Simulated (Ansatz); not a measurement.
**From the elastic tensor of ZnO at 8 GPa (stress–strain coefficients) to moduli and sound speeds**

The calculation used DFT PBE, scalar-relativistic, plane waves, PAW in Ansatz 0.2.0. Plane waves to 420 eV; Γ-centred k mesh 12×12×6; fixed occupations. No spin polarisation.

The structure is hexagonal, space group P6_3mc (No. 186). The conventional cell has a = 3.220 Å, b = 3.220 Å, c = 5.196 Å, α = 90.00°, β = 90.00°, γ = 120.00°. Zn (site symmetry 3m) has 4 O at 1.96 to 1.97 Å as nearest neighbours. O (site symmetry 3m) has 4 Zn at 1.96 to 1.97 Å as nearest neighbours.

At this pressure the crystal is close to a known change of phase. The bands were filled as in an insulator; under compression the gap may have closed between mesh points.

Relaxed-ion constants (GPa, on the Cartesian axes of the calculation):
```
213.1 145.7 131.3   0.0   0.0   0.0
145.7 213.1 131.3   0.0   0.0   0.0
131.3 131.3 226.4   0.0   0.0   0.0
  0.0   0.0   0.0  31.7   0.0   0.0
  0.0   0.0   0.0   0.0  31.7   0.0
  0.0   0.0   0.0   0.0   0.0  33.7
```

Density 5.791 g/cm³; 4 atoms in 46.67 Å³.

The values that follow are for a polycrystal of randomly turned grains, by Hill's mean where one number stands.

| Item | Value |
| --- | --- |
| Bulk modulus, Voigt / Reuss / Hill | 163.3 / 163.3 / 163.3 GPa |
| Shear modulus, Voigt / Reuss / Hill | 35.7 / 34.9 / 35.3 GPa |
| Young's modulus | 99 GPa |
| Poisson ratio | 0.399 |
| Pugh ratio B/G | 4.63 |
| Universal anisotropy index | 0.12 |
| Longitudinal and transverse sound speeds | 6026 and 2469 m/s |
| Debye temperature from the mean sound speed | 367 K |

Cost: 1 run of about 7.3 core-minutes, on Intel Xeon Platinum 8488C (Sapphire Rapids) (shared hosts).